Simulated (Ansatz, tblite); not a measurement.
ZnSnP2: GFN2-xTB, run from Python

These are simulated results from tblite 0.8.0, not measurements. The cell began as a database structure and was relaxed with r2SCAN in plane waves (Ansatz 0.2.0). It may be hypothetical. All runs are without spin polarisation.

It is tetragonal, I-42d (No. 122); conventional cell a = 5.650 Å, c = 11.327 Å, 22.60 Å³ an atom. Zn is surrounded by 4 P at 2.38 Å; Sn is surrounded by 4 P at 2.52 Å; P is surrounded by 2 Zn at 2.38 Å and 2 Sn at 2.52 Å.

tblite solves periodic systems at the zone centre alone, so the script builds a cluster of 2×2×1 conventional cells (64 atoms), which folds in a coarse mesh of k points.

Input script:

```python
import json
from ase import Atoms
from ase.build import make_supercell
from ase.units import Bohr, GPa, Hartree
from tblite.interface import Calculator

atoms = Atoms(['Zn', 'Zn', 'Sn', 'Sn', 'P', 'P', 'P', 'P'],
              cell=[[-2.82520902, 2.82520902, 5.66356932], [2.82520902, -2.82520902, 5.66356932], [2.82520902, 2.82520902, -5.66356932]],
              scaled_positions=[[0.75, 0.25, 0.5], [0.0, 0.0, 0.0], [0.25, 0.75, 0.5], [0.5, 0.5, 0.0], [0.375, 0.353262437, 0.478262437], [0.646737563, 0.125, 0.021737563], [0.103262437, 0.625, 0.978262437], [0.875, 0.896737563, 0.521737563]],
              pbc=True)
cluster = make_supercell(atoms, [[0, 2, 2], [2, 0, 2], [1, 1, 0]])
calc = Calculator('GFN2-xTB', cluster.numbers, cluster.positions / Bohr, lattice=cluster.cell[:] / Bohr, periodic=cluster.pbc)
calc.set('temperature', 0.02 / Hartree)
calc.set('max-iter', 150)
res = calc.singlepoint()
levels = res.get('orbital-energies') * Hartree
nv = round(res.get('orbital-occupations').sum() / 2)
cells = len(cluster) // len(atoms)
out = {'energy_per_cell': res.get('energy') * Hartree / cells, 'homo': levels[nv - 1], 'lumo': levels[nv],
       'stress': (-res.get('virial') * Hartree / cluster.get_volume() / GPa).tolist(), 'charges': res.get('charges')[:len(atoms)].tolist(), 'electrons': 2 * nv / cells}
json.dump(out, open('results.json', 'w'))
for key, value in out.items():
    print(key, value)
```

Command: `python run.py`. It took 8.2 s on 1 thread of Arm Neoverse V1, on a shared host, peak memory 0.12 GiB.

The log:

```
------------------------------------------------------------
  cycle        total energy    energy error   density error
------------------------------------------------------------
      1     -113.2128112792  -1.1361932E+02   4.3779853E-01
      2      66.69597494443   1.7990879E+02   8.6599630E-01
      3     -81.88751285297  -1.4858349E+02   4.7516050E-01
      4     -122.0207028650  -4.0133190E+01   2.2916048E-01
      5     -122.8256518163  -8.0494895E-01   1.4024766E-01
      6     -124.2818947556  -1.4562429E+00   1.5161008E-01
      7     -119.9434858093   4.3384089E+00   2.0412464E-01
      8     -121.5937666944  -1.6502809E+00   1.8006340E-01
      9     -124.7551176727  -3.1613510E+00   9.1864389E-02
     10     -125.4648042608  -7.0968659E-01   7.3981923E-02
     11     -124.5236693331   9.4113493E-01   1.4740589E-01
     12     -124.3066769020   2.1699243E-01   1.1300876E-01
     13     -125.5334243840  -1.2267475E+00   3.8141142E-02
     14     -125.2234148134   3.1000957E-01   5.8135213E-02
     15     -125.2648465937  -4.1431780E-02   5.8337779E-02
     16     -125.4771547166  -2.1230812E-01   4.3007173E-02
     17     -125.6568944388  -1.7973972E-01   2.0803616E-02
     18     -125.6929261283  -3.6031689E-02   1.1873472E-02
     19     -125.7099736899  -1.7047562E-02   6.1144043E-03
     20     -125.7112623357  -1.2886458E-03   5.3257824E-03
     21     -125.7123534162  -1.0910805E-03   3.6903439E-03
     22     -125.7128047619  -4.5134569E-04   2.0037763E-03
     23     -125.7127935275   1.1234378E-05   1.4383695E-03
     24     -125.7127912424   2.2851400E-06   1.3925300E-03
     25     -125.7128034637  -1.2221316E-05   1.2807725E-03
     26     -125.7128024904   9.7332484E-07   1.2983827E-03
     27     -125.7128036916  -1.2012483E-06   1.4260096E-03
     28     -125.7128052197  -1.5280809E-06   1.3495732E-03
     29     -125.7128094653  -4.2455889E-06   1.2383046E-03
     30     -125.7128102601  -7.9475646E-07   1.2207716E-03
     31     -125.7128084643   1.7957974E-06   1.1721259E-03
     32     -125.7128246664  -1.6202125E-05   9.8389175E-04
     33     -125.7128283127  -3.6463166E-06   9.6500472E-04
     34     -125.7128290301  -7.1740367E-07   9.5476872E-04
     35     -125.7128306552  -1.6250688E-06   9.2132801E-04
     36     -125.7128342947  -3.6394644E-06   8.2865620E-04
     37     -125.7128342182   7.6453347E-08   8.2235892E-04
     38     -125.7128316633   2.5548819E-06   8.5092367E-04
     39     -125.7128324855  -8.2219080E-07   8.2987533E-04
     40     -125.7128325047  -1.9208187E-08   8.6206405E-04
     41     -125.7128242416   8.2631432E-06   9.1143012E-04
     42     -125.7128217765   2.4650316E-06   8.4016332E-04
     43     -125.7128339735  -1.2196992E-05   6.6943985E-04
     44     -125.7128349226  -9.4910766E-07   6.5938199E-04
     45     -125.7128287101   6.2125421E-06   6.9746852E-04
     46     -125.7128270935   1.6165639E-06   6.8049849E-04
     47     -125.7128395396  -1.2446070E-05   4.7396979E-04
     48     -125.7128441487  -4.6090637E-06   3.8854674E-04
     49     -125.7128526163  -8.4675852E-06   2.1363878E-04
     50     -125.7128537570  -1.1407498E-06   1.7999367E-04
     51     -125.7128544629  -7.0593934E-07   1.0535295E-04
     52     -125.7128546477  -1.8471361E-07   6.7642636E-05
     53     -125.7128547808  -1.3310913E-07   5.8606645E-05
     54     -125.7128547917  -1.0927096E-08   5.8985567E-05
     55     -125.7128547857   5.9465606E-09   5.6372076E-05
     56     -125.7128547849   8.0203222E-10   5.2030909E-05
     57     -125.7128548012  -1.6236100E-08   4.6718392E-05
     58     -125.7128548462  -4.5027491E-08   3.6563191E-05
     59     -125.7128548150   3.1172661E-08   3.5820522E-05
     60     -125.7128548301  -1.5099616E-08   3.5056331E-05
     61     -125.7128548646  -3.4442152E-08   2.0711777E-05
     62     -125.7128548652  -6.3985794E-10   2.0091336E-05
     63     -125.7128548650   1.8324897E-10   1.9247074E-05
------------------------------------------------------------

 total:                                   7.451 sec
energy_per_cell -427.60262774471636
homo -9.442573673413309
lumo -9.233173127593906
stress [[-1.3512879266054991, -1.137531174124358e-06, -1.1658563057435962e-05], [-1.1375311744722818e-06, -1.3512836888770137, 1.1969148616616953e-05], [-1.1658563057651613e-05, 1.1969148616595362e-05, -2.1057705879399253]]
charges [0.01603738089686757, 0.016038668895590025, 0.06408961244449857, 0.06409617984774685, -0.04006430025348096, -0.040057637753971594, -0.04004343451766976, -0.040060702724915694]
electrons 32.0
```

The cycle table is in hartree for the whole cluster, and the lines after it are in eV (the energy for one cell). The printed stress is in GPa and positive in compression, and the pressure is its mean diagonal.

GFN2-xTB gives a gap of 0.21 eV. On the same cell, plane-wave PBE (Ansatz, 6×6×6 k points and the special points) gives a gap of 0.83 eV and r2SCAN a gap of 1.25 eV; on shared hosts these took about 32 and 73 core-seconds on the 8-atom cell, against 8.1 for the script. Spin-orbit coupling, left out in all these runs, can cut or reorder the gap by tenths of an eV, up to about 1 eV with Pb or Bi. xTB was fitted to molecules, so gaps, charges and pressures of solids can be far off, and the gap also depends on the size of the cluster.

The pressure on this cell is -1.6 GPa (positive in compression).

xTB was fitted mostly to molecules, and a small cluster samples few k points, so gaps, pressures and kinks along a curve can be far from a solid's.

No spin-orbit coupling is included; it can move band edges with weight on the heavy atoms by tenths of an eV.
